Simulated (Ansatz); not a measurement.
# La (Im-3m) in Ansatz: single point with LDA

Aim: the single point of La with LDA.

All numbers are computed with Ansatz 0.2.0; they aren't measurements. Logs are shortened: lines on timing, memory, paths and dates and some standing lists are left out, and cuts for length are marked.

**1. The cell of the first run**

Symmetry: Im-3m, No. 229, cubic system. Conventional cell: a = 4.248 Å, b = 4.248 Å, c = 4.248 Å, α = 90.00°, β = 90.00°, γ = 90.00°. Around La (site symmetry m-3m) lie 8 La at 3.68 Å.

This isn't the form of La at room conditions, which is double hcp.

**2. Single point, LDA (the cell as VASP's run set it)**

File input.yaml:

```yaml
crystal:
  lattice:
    - [4.24766214, 0.0, 0.0]
    - [0.0, 4.24766214, 0.0]
    - [0.0, 0.0, 4.24766214]
  atoms:
    - { symbol: La, position: [0.0, 0.0, 0.0] }
    - { symbol: La, position: [0.5, 0.5, 0.5] }
kpoints:
  mp_grid: { grid: [9, 9, 9] }
scf:
  occupations: { method: gaussian, width: 0.1 }
hamiltonian:
  xc: lda
  pseudopotentials: { kind: all_electron, lapw: { basis_error: 0.001 } }
output:
  forces: true
  stress: true
  eigenvalues: true
```

Potentials or basis: all-electron LAPW, scalar-relativistic.

Run with:

```console
$ ansatz run input.yaml --threads 2 --pin off --max-ram 6144MiB --backend cpu --events-out ev --progress --plain --runs-dir out
```

Standard output:

```text
Warning: RAYON_NUM_THREADS=2 ignored (pool sized by the plan → 2); use --threads N
LAPW: plane waves up to 5.678 Å⁻¹, error target 1.0e-3 eV per atom; small_component_spin mean_spin; La in spheres of 1.839 Å, 27 of its electrons in bands, Dirac shells [] (how accurate: hamiltonian.pseudopotentials.lapw.basis_error, Limitations)
Engine: ansatz 0.2.0, x86_64-unknown-linux-gnu
Pseudopotentials: kind: all_electron
Pseudopotential: La, LAPW, valence charge 27, lapw/all_electron/scalar/gaussian/La, Koelling and Harmon's equation, gaussian nucleus
Functional definition: SPW92
  exchange = slater_x
  correlation = pw_c
Crystal: 2 atoms, lattice volume = 76.639 Å³
Basis set: ecut = 122.8111292968767 eV, 251 PW (Γ), exchange–correlation at level 2
Bands: 33, of which v1, the nominal top of the filled ones, is band 27 counted from 1 (26 counted from 0)
Symmetry: 96 space group operations
Space group: Im-3m (ITA 229), of the structure as read, at distance tolerance 4.2e-5 Å
k-points: 35 of 729
Non-local potential: La, projectors of the file, none
Initial density: superposition of atomic densities (chi_scale 0.1, normalization cell)
Initial wavefunctions: plane waves of lowest kinetic energy (no species holds an atomic orbital)
Functional: x = slater, c = lda
iter 1 solved again at ethr=1.82e-5 eV; its pass at ethr=1.00e-1 eV (dr2=9.84e-3 eV) is discarded
SCF iter   1: F=—  HF=-461868.461719 eV  |F-HF|=—  |Δ(HF+E_count)|=         —  Δρ=3.33e-3  dr2=9.75e-3  ethr=1.82e-5  ⟨swp⟩=6.7  Hψ=8222  notcnv=0
preconditioner: auto → Kerker (q_TF=auto, 2.574 Å⁻¹)  [metal: Δε(μ)=0.040 eV  Ē_g=12.292 eV  σ=0.100 eV  W_gap=0.22  n_scr=26 (ndim 8)  ℏωp=18.0 eV  f_vac=0.000  D(μ)=7.60/eV (n_scr^D=92)]
SCF iter   2: F=—  HF=-461868.458404 eV  |F-HF|=—  |Δ(HF+E_count)|=   3.32e-3  Δρ=2.29e-3  dr2=4.67e-3  ethr=1.81e-5  ⟨swp⟩=2.3  Hψ=3787  notcnv=0
SCF iter   3: F=—  HF=-461868.458860 eV  |F-HF|=—  |Δ(HF+E_count)|=   4.57e-4  Δρ=1.16e-3  dr2=1.37e-3  ethr=8.65e-6  ⟨swp⟩=2.1  Hψ=3771  notcnv=0
SCF iter   4: F=—  HF=-461868.458776 eV  |F-HF|=—  |Δ(HF+E_count)|=   8.42e-5  Δρ=4.61e-4  dr2=2.50e-4  ethr=2.53e-6  ⟨swp⟩=2.3  Hψ=3785  notcnv=0
iter 5 solved again at ethr=3.73e-8 eV; its pass at ethr=4.64e-7 eV (dr2=2.01e-5 eV) is discarded
SCF iter   5: F=—  HF=-461868.458782 eV  |F-HF|=—  |Δ(HF+E_count)|=   5.39e-6  Δρ=1.19e-4  dr2=2.02e-5  ethr=3.73e-8  ⟨swp⟩=2.0  Hψ=6135  notcnv=0
SCF iter   6: F=—  HF=-461868.458782 eV  |F-HF|=—  |Δ(HF+E_count)|=   8.55e-7  Δρ=5.76e-5  dr2=4.10e-6  ethr=3.73e-8  ⟨swp⟩=2.0  Hψ=3767  notcnv=0
SCF iter   7: F=—  HF=-461868.458783 eV  |F-HF|=—  |Δ(HF+E_count)|=   3.97e-7  Δρ=1.02e-5  dr2=1.13e-7  ethr=7.58e-9  ⟨swp⟩=2.0  Hψ=3767  notcnv=0
SCF iter   8: F=-461868.458783 eV  HF=-461868.458783 eV  |F-HF|=2.15e-9  |Δ(HF+E_count)|=   1.04e-8  Δρ=2.56e-6  dr2=2.80e-9  ethr=2.08e-10  ⟨swp⟩=2.0  Hψ=3767  notcnv=0
SCF 1 converged in 8 iterations: F = -461868.458783 eV  dr2 = 2.80e-9
the search or the solves at the SCF's close seem to have found levels that the self-consistency loop had missed (the run counts 1). By its estimate they hold under 1e-12 electrons; where the run keeps them, the occupations were computed again with them
SCF converged after 8 iterations
Free energy (F): -461868.458783 eV
Harris-Foulkes:  -461868.458783 eV  (|F-HF|=2.15e-9)
Internal energy: -461868.420254 eV  (E = F + TS)
E sigma→0 (E₀):  -461868.439518 eV
Entropy (-TS):   -0.038529 eV (-19.264 meV/atom)
Fermi energy:    13.298169 eV
--- Per-component energies (eV) ---
  E_band       = -3871.008437
  E_kinetic    = 493155.558516
  E_xc         = -10748.095428
  E_electrostatic = -944275.883342  (all electrons and nuclei)
  E_smearing   = -0.038529  (= −TS)
  E_closure    = 0.000000  (closes the sum)
  E_atoms      = -461857.783195  (free atoms, spherical and without spin; not in F)
  Σ components = -461868.458783   (vs F -461868.458783, Δ=0.00e0)
  Basis errors (estimates in eV, not in F): energy 2.3e-4 per atom: plane waves 2.0e-4 (1.0e-4 summed), levels above the bands 1.1e-90, relativity 7.5e-9, radial functions 3.7e-5, core shells 1.9e-7; eigenvalues (radial functions only) 1.2e-6; not estimated: angular momenta, meshes, grids; target (lapw.basis_error) 1.0e-3; muffin-tin radii La 1.839 Å
--- Forces (eV/Å), atoms counted from 1 ---
  atom   1  La     0.00000000    -0.00000000     0.00000000
  atom   2  La     0.00000000    -0.00000000     0.00000000
  max |Σ_I F_I| component: 1.73e-30 eV/Å
--- Stress (GPa, compression-positive) ---
       -3.580623      -0.000000      -0.000000
       -0.000000      -3.580623       0.000000
       -0.000000       0.000000      -3.580623
  P = ⅓ Tr σ = -3.5806 GPa (-35.806 kbar)
--- Band table (eV; the first three rows and the last of 35) ---
  k-point 0: bands = ["-179.4625", "-179.4625", "-179.4625", "-179.4625", "-179.4625", "-179.4625", "-83.8184", "-83.8184", "-83.8184", "-83.8183", "-83.8183", "-83.8183", "-83.8131", "-83.8131", "-83.8131", "-83.8131", "-19.6516", "-19.3372", "-3.4611", "-3.4611", "-3.4611", "-2.5971", "-2.5971", "-2.5971", "10.0550", "11.5312", "11.5312", "14.6239", "14.6239", "14.6239", "14.7272", "14.7272", "14.7272"]
  k-point 1: bands = ["-179.4625", "-179.4625", "-179.4625", "-179.4625", "-179.4625", "-179.4625", "-83.8184", "-83.8184", "-83.8184", "-83.8183", "-83.8183", "-83.8183", "-83.8131", "-83.8131", "-83.8131", "-83.8131", "-19.6408", "-19.3452", "-3.4659", "-3.4350", "-3.4350", "-2.6587", "-2.6227", "-2.6227", "10.2461", "11.6114", "11.7040", "14.4244", "14.4244", "14.5537", "14.7129", "14.7326", "14.8749"]
  k-point 2: bands = ["-179.4625", "-179.4625", "-179.4625", "-179.4625", "-179.4625", "-179.4625", "-83.8184", "-83.8184", "-83.8184", "-83.8183", "-83.8183", "-83.8183", "-83.8131", "-83.8131", "-83.8131", "-83.8131", "-19.6102", "-19.3689", "-3.4692", "-3.3597", "-3.3597", "-2.8205", "-2.6968", "-2.6968", "10.7762", "11.8489", "12.1582", "14.2507", "14.2507", "14.3191", "14.6883", "14.7206", "14.8114"]
  k-point 34: bands = ["-179.4625", "-179.4625", "-179.4625", "-179.4625", "-179.4625", "-179.4625", "-83.8184", "-83.8184", "-83.8184", "-83.8184", "-83.8184", "-83.8183", "-83.8131", "-83.8131", "-83.8131", "-83.8131", "-19.4546", "-19.4530", "-3.4598", "-3.3621", "-3.3621", "-3.1461", "-3.1461", "-3.0407", "13.1988", "13.4977", "13.4977", "13.8891", "13.8891", "13.8981", "14.8660", "14.9243", "15.0317"]
```

It took 12 s on 2 threads of AMD EPYC (Zen 3), shared host; peak memory 0.31 GiB.

What came out:

```
Free energy            : -461868.4588 eV
Pressure               : -3.6 GPa
Band gap on the k mesh : none (metal or under the smearing width)
```

Spin-orbit coupling is left out, which matters for the levels of La.
